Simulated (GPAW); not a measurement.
Write an ASE script for GPAW 26.7.0 that does the following.

| Property | Result |
| --- | --- |
| Task | relaxation of cell and atoms |
| Functional | PBEsol |
| Potentials or basis | PAW data sets generated in the run's folder for this functional |
| Cutoff | 800 eV |
| Basis | pw |
| k mesh | 9 × 9 × 9 |
| Occupations | fermi-dirac, width 0.05 eV |
| Spin | no spin polarisation |
| Target pressure | 20 GPa |
| Maxiter | 150 |
| Optimizer | BFGS |
| Fmax | 0.02 eV/Å |
| Max steps | 60 |
| Target pressure | 20 GPa |
| Convergence | density=1e-05 forces=0.0001 |

KF (Carobbiite):

```
K F
1.0
     0.00000    2.67185    2.67185
     2.67185    0.00000    2.67185
     2.67185    2.67185    0.00000
K F
1 1
Direct
  0.00000 0.00000 0.00000
  0.50000 0.50000 0.50000
```

The input as run:

run.py

```python
from ase import Atoms
from ase.filters import FrechetCellFilter
from ase.io import write
from ase.optimize import BFGS
from ase.units import GPa
from gpaw import GPAW, PW, setup_paths

setup_paths.insert(0, '.')

atoms = Atoms(['K', 'F'],
              cell=[[0.0, 2.67185, 2.67185],
                    [2.67185, 0.0, 2.67185],
                    [2.67185, 2.67185, 0.0]],
              scaled_positions=[[0.0, 0.0, 0.0],
                                [0.5, 0.5, 0.5]],
              pbc=True)

calc = GPAW(mode=PW(800),
            xc='PBEsol',
            kpts={'size': (9, 9, 9), 'gamma': True},
            occupations={'name': 'fermi-dirac', 'width': 0.05},
            nbands=16,
            convergence={'density': 1e-05, 'forces': 0.0001},
            maxiter=150,
            txt='gpaw.txt')
atoms.calc = calc
opt = BFGS(FrechetCellFilter(atoms, scalar_pressure=20 * GPa), trajectory='relax.traj', logfile='-')
done = opt.run(fmax=0.02, steps=60)
calc.write('gs.gpw')
write('result.traj', atoms)
print('Converged:', done)
print('Cell:', atoms.cell.cellpar().round(4))
print('Volume:', round(atoms.get_volume(), 4))
print(atoms.get_scaled_positions().round(5))
```

Potentials or basis: PAW data sets generated in the run's folder for this functional, pw.

Launch:

```sh
$ gpaw-setup -f PBEsol F K
$ OMP_NUM_THREADS=1 python run.py
```

It gave:

The relaxed volume is 13.83 Å³/atom. The relaxed cell is a = 3.395 Å, b = 3.395 Å, c = 3.395 Å, α = 60.00°, β = 60.00°, γ = 60.00°. The space group after relaxing (to 0.05 Å) is Fm-3m (No. 225), the energy change on relaxing (the enthalpy is what falls) is +236.8 meV/atom and the ionic steps are 5. The pressure after relaxing is 20.0 GPa and the band gap on the k mesh is 7.85 eV, indirect (least direct gap 8.00 eV).

Caveat: later steps reuse the first step's grids; the volume moved by over 15 % at a fixed basis, so the end points are rough; an odd mesh through Γ misses points on the zone boundary, where band edges often lie.

Wall time 42 s on 1 thread of Intel(R) Xeon(R) 6975P-C (Granite Rapids), with other jobs on the host, peak memory 0.21 GiB.
